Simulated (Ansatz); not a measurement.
TiSi: relaxation of cell and atoms with LDA

Crystal: TiSi.

```
Ti Si
1.0
     1.81618   -2.11762    0.00000
     1.81618    2.11762    0.00000
     0.00000    0.00000    3.80393
Ti Si
1 1
Direct
  0.50000 0.50000 0.00000
  0.00000 0.00000 0.50000
```

The cell comes from a database or a generator and needn't be the stable form of this composition.

```yaml
Program: Ansatz 0.2.0
Task: relaxation of cell and atoms
Functional: LDA
Potentials_or_basis: Ansatz PAW
Cutoff: "420 eV (not typed: the program's choice for these potentials)"
k_mesh: 10 × 10 × 7
Occupations: fermi-dirac, width 0.05 eV
Spin: no spin polarisation
```

```json
{"Relaxed volume": "13.75 Å³/atom", "Relaxed cell": "a = 2.710 Å, b = 2.710 Å, c = 3.780 Å, α = 90.00°, β = 90.00°, γ = 97.91°", "Space group after relaxing (to 0.05 Å)": "Cmmm (No. 65)", "Energy gained by relaxing": "22.6 meV/atom", "Ionic steps": "6", "Pressure after relaxing": "0.0 GPa", "Band gap on the k mesh": "none (metal or under the smearing width)"}
```

The path:
| step | energy change (eV) | largest force (eV/Å) | volume (Å³) |
| --- | --- | --- | --- |
| 1 | 0.0000 | 0.0000 | 29.26 |
| 2 | -0.0430 | 0.0000 | 27.25 |
| 3 | -0.0454 | 0.0000 | 27.54 |
| 4 | -0.0456 | 0.0000 | 27.53 |
| 5 | -0.0457 | 0.0000 | 27.50 |
| 6 | -0.0453 | 0.0000 | 27.50 |

Final structure:
```
Ti Si
1.0
     1.77961   -2.04380    0.00000
     1.77961    2.04380    0.00000
     0.00000    0.00000    3.78032
Ti Si
1 1
Direct
  0.50000 0.50000 0.00000
  0.00000 0.00000 0.50000
```

Levels at points of the mesh, in eV from the Fermi level:
| k point | band 6 | band 7 | band 8 | band 9 | band 10 | band 11 |
| --- | --- | --- | --- | --- | --- | --- |
| (0.00, 0.00, 0.00) | -2.62 | -1.83 | -1.27 | 1.83 | 2.47 | 3.22 |
| (0.00, -0.50, 0.00) | -6.58 | -3.14 | -0.88 | 1.74 | 2.55 | 4.63 |
| (-0.50, -0.50, 0.00) | -3.72 | -1.57 | -1.36 | -1.05 | -0.46 | 3.04 |

Wall time 15 s on 2 threads of Arm Neoverse N1, on a shared host, peak memory 0.34 GiB.

Caveat: the plane-wave basis is chosen anew once the cell has moved, so the energies of steps on either side of that aren't comparable; the PAW data sets come from PBE, with cores solved anew for the run's functional, which leaves a small shift of forces and pressure.
